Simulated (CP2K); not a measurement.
BaTiO3 under changes of volume

One of the cells (12.856 Å³/atom); the others are scaled copies at fixed shape and fractional positions:

```
Ba Ti O
1.0
     3.99980    0.00000    0.00000
     0.00000    3.99980    0.00000
     0.00000    0.00000    4.01800
Ba Ti O
1 1 3
Direct
  0.00000 0.00000 0.00000
  0.50000 0.50000 0.49000
  0.00000 0.50000 0.51700
  0.50000 0.00000 0.51700
  0.50000 0.50000 0.01900
```

* Program: CP2K 2026.2
* Functional: PBEsol
* Potentials or basis: POTENTIAL_UZH Ba GTH-PBE-q10, Ti GTH-PBE-q12, O GTH-PBE-q6; TZVP-MOLOPT-PBE-GTH basis
* Density cutoff: 8163 eV
* k mesh: 7 × 7 × 7
* Occupations: fermi-dirac, width 0.05 eV
* Spin: no spin polarisation

```csv
volume (Å³/atom),energy over the lowest point (meV/atom),pressure (GPa),gap on the mesh (eV)
12.085,19.76,10.5,3.31
12.342,6.63,6.0,3.22
12.599,?,?,?
12.856,0.00,-1.6,3.04
13.113,5.14,-4.8,2.96
13.371,15.12,-7.6,2.88
13.628,29.85,-10.2,2.80
```

Q: What does the run at 12.599 Å³/atom give?

A: Energy over the lowest point 0.29 meV/atom; pressure 2.0 GPa; gap on the mesh 3.13 eV.

Worked out: A Birch-Murnaghan fit of order 3 (a polynomial in V^(-2/3)) to the other rows has its minimum at 12.74 Å³/atom with B0 = V·E''(V) = 177 GPa and B' = 3.9 at fixed shape and positions, which overstates the stiffness. It gives 0.30 meV/atom at 12.599 Å³/atom, against the run's 0.29, and -dE/dV = 2.0 GPa, against 2.0. A straight line through the other rows of the gap, of slope -4.25 eV per unit of ln V, gives 3.13 eV, against the run's 3.13.

Energies are extrapolated to zero smearing.

Caveats: the potentials were made for another functional, which shifts forces and pressure; spin-orbit coupling is left out, which moves the levels of the heavy elements; an odd mesh through Γ misses points on the zone boundary, where band edges often lie; the basis of atomic orbitals isn't converged, which shifts pressures, moduli and gaps.
